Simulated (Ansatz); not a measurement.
# Hf in Ansatz: the effect of functional

Hf, a sheet with vacuum:

```xyz
1
Lattice="2.9335 0.0000 0.0000 -1.4668 2.5405 0.0000 0.0000 0.0000 23.8000" Properties=species:S:1:pos:R:3 pbc="T T T"
Hf    0.0000    0.0000    7.0001
```

The cell was built by a generator and needn't be a form met in nature.

Alike in all runs:

```yaml
Program: Ansatz 0.2.0
Task: work function
Potentials_or_basis: all-electron LAPW, scalar-relativistic
Cutoff: 232 eV (chosen from the basis error)
Basis_error_allowed: 0.002 eV/atom
k_mesh: 10 × 10 × 1
Occupations: fermi-dirac, width 0.05 eV
Spin: no spin polarisation
```

```tsv
functional	work function (eV)
PBE	4.35
LDA	4.55
PBEsol	?
```

Task: What does the run with functional PBEsol give?

Result: Work function 4.43 eV.
